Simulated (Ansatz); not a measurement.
# H on Si (100)

Aim: for Si, adsorb H from several starts and take the binding apart.

Program: Ansatz 0.2.0. Level of theory: DFT PBE+D3(BJ), scalar-relativistic, plane waves, PAW. These are calculated values, not measurements.

3 further runs of the same task are left out: 3 set aside as unsound or not needed.

### Step 1. The system as given

It takes space group Pm (No. 6, monoclinic). Conventional cell: a = 7.667 Å, b = 3.834 Å, c = 24.954 Å, α = 90.00°, β = 90.00°, γ = 90.00°. Si (site symmetry m) is surrounded by 1 Cl at 2.06 Å. Si (site symmetry m) has 4 Si at 2.28 to 2.45 Å as nearest neighbours. Si (site symmetry m) is surrounded by 4 Si at 2.29 to 2.45 Å. Si (site symmetry m) is surrounded by 4 Si at 2.28 to 2.33 Å. Si (site symmetry m) has 4 Si at 2.37 to 2.41 Å as nearest neighbours. Si (site symmetry m) has 4 Si at 2.33 to 2.42 Å as nearest neighbours. Si (site symmetry m) is surrounded by 4 Si at 2.36 to 2.37 Å. Only part of the 14 independent sites is listed.

Coordinates:

```
Si Cl
1.0
     7.66719    0.00000    0.00000
     0.00000    7.66719    0.00000
     0.00000    0.00000   24.95390
Si Cl
24 4
Direct
  0.40651 0.25000 0.39781
  0.40651 0.75000 0.39781
  0.09349 0.25000 0.39781
  0.09349 0.75000 0.39781
  0.50000 0.50000 0.45213
  0.50000 0.00000 0.45213
  0.00000 0.50000 0.45213
  0.00000 0.00000 0.45213
  0.74964 0.50000 0.50185
  0.74964 0.00000 0.50185
  0.25069 0.50000 0.51056
  0.25069 0.00000 0.51056
  0.75815 0.75000 0.55472
  0.75815 0.25000 0.55472
  0.24698 0.75000 0.56607
  0.24698 0.25000 0.56607
  0.98740 0.75000 0.61688
  0.98740 0.25000 0.61688
  0.51143 0.75000 0.61498
  0.51143 0.25000 0.61498
  0.93672 0.00000 0.67048
  0.93672 0.50000 0.67048
  0.64858 0.00000 0.64618
  0.64858 0.50000 0.64618
  0.50295 0.25000 0.32062
  0.50295 0.75000 0.32062
  0.99770 0.25000 0.32054
  0.99770 0.75000 0.32054
```

Miller indices refer to the conventional cell of the relaxed bulk, Fd-3m (No. 227): a = 5.422 Å, b = 5.422 Å, c = 5.422 Å, α = 90.00°, β = 90.00°, γ = 90.00°.

It is a (100) slab, 6.8 Å thick as cut, with 16 Å of vacuum, in a 2×2 surface cell; its outer planes are Si (top) and Si (bottom). An earlier relaxation, lower half held, gave -19583.2881 eV, gap on the mesh 0.13 eV (a mesh can miss band crossings, so it may be none), dipole along +c 0.223 e·Å per cell.

### Step 2. H, anchor, over a top (Si) site

input.yaml

```yaml
crystal:
  lattice:
    - [7.6671877225, 0.0, 0.0]
    - [0.0, 7.6671877225, 0.0]
    - [0.0, 0.0, 26.953900539]
  atoms:
    - { symbol: Si, position: [0.406511102, 0.25, 0.3682954897] }
    - { symbol: Si, position: [0.406511102, 0.75, 0.3682954897] }
    - { symbol: Si, position: [0.093488898, 0.25, 0.3682954897] }
    - { symbol: Si, position: [0.093488898, 0.75, 0.3682954897] }
    - { symbol: Si, position: [0.5, 0.5, 0.4185806092] }
    - { symbol: Si, position: [0.5, 0.0, 0.4185806092] }
    - { symbol: Si, position: [0.0, 0.5, 0.4185806092] }
    - { symbol: Si, position: [0.0, 0.0, 0.4185806092] }
    - { symbol: Si, position: [0.749642447, 0.5, 0.4646131232] }
    - { symbol: Si, position: [0.749642447, 0.0, 0.4646131232] }
    - { symbol: Si, position: [0.2506915573, 0.5, 0.4726727811] }
    - { symbol: Si, position: [0.2506915573, 0.0, 0.4726727811] }
    - { symbol: Si, position: [0.7581513403, 0.75, 0.5135597187] }
    - { symbol: Si, position: [0.7581513403, 0.25, 0.5135597187] }
    - { symbol: Si, position: [0.2469757422, 0.75, 0.5240709859] }
    - { symbol: Si, position: [0.2469757422, 0.25, 0.5240709859] }
    - { symbol: Si, position: [-0.0126015481, 0.75, 0.5711109185] }
    - { symbol: Si, position: [-0.0126015481, 0.25, 0.5711109185] }
    - { symbol: Si, position: [0.5114270746, 0.75, 0.5693508367] }
    - { symbol: Si, position: [0.5114270746, 0.25, 0.5693508367] }
    - { symbol: Si, position: [0.9367200521, 0.0, 0.6207254397] }
    - { symbol: Si, position: [0.9367200521, 0.5, 0.6207254397] }
    - { symbol: Si, position: [0.6485802161, 0.0, 0.5982299223] }
    - { symbol: Si, position: [0.6485802161, 0.5, 0.5982299223] }
    - { symbol: Cl, position: [0.5029534514, 0.25, 0.2968252954] }
    - { symbol: Cl, position: [0.5029534514, 0.75, 0.2968252954] }
    - { symbol: Cl, position: [-0.0022999888, 0.25, 0.2967524448] }
    - { symbol: Cl, position: [-0.0022999888, 0.75, 0.2967524448] }
    - { symbol: H, position: [0.9367200521, 0.0, 0.69752323], spin: 1.0 }
basis:
  ecutwfc: 420
kpoints:
  mp_grid: { grid: [2, 2, 1] }
hamiltonian:
  xc: pbe
  dispersion: d3bj
scf:
  occupations: { method: gaussian, width: 0.05 }
output:
  forces: true
  eigenvalues: true
  populations: true
  write_density: true
  write_potential: true
  elf: true
  volumetric_format: npy
magnetization:
  spin_polarized: true
relax:
  adjacent_minimum: "off"
  f_tol: 0.04
  max_steps: 100
  constraints: [{ sites: [0, 1, 2, 3, 4, 5, 6, 7] }]
efield:
  axis: 3
  dipole_correction: true
  ramp_width: 0.04
```

Started as:

```sh
$ ansatz run input.yaml --threads 4 --pin off --max-ram 10240MiB --backend cpu --events-out ev --progress --plain --runs-dir out
```

Further runs follow: H, anchor, over a hollow (nearest Si) site; the lowest end once more, with its density; the slab alone, frozen as in the lowest end; the molecules alone, frozen as adsorbed.

What does the calculation give? Wanted: H: lowest end; interaction of the frozen parts; electrons moved above the midplane.

As calculated:

| quantity | value |
| --- | --- |
| H: lowest end | E_ads -3.06 eV, anchor start over top Si |
| interaction of the frozen parts | -3.26 eV a cell |
| cost of deforming the slab | 0.20 eV |
| cost of deforming and crowding the molecules | 0.00 eV |
| electrons moved above the midplane | +0.065 |

**Reading.** H binds with 3.06 eV a molecule at best. In all 0.59 electrons are rearranged, and 0.06 cross the midplane towards the molecule. The log warns that the dispersion term switches its coefficients with the atoms' coordination near these geometries, so kinks or extra dips may come from it and not from the bonding. Some metallic runs here have no spin polarisation while others do, so their energies compare only roughly.
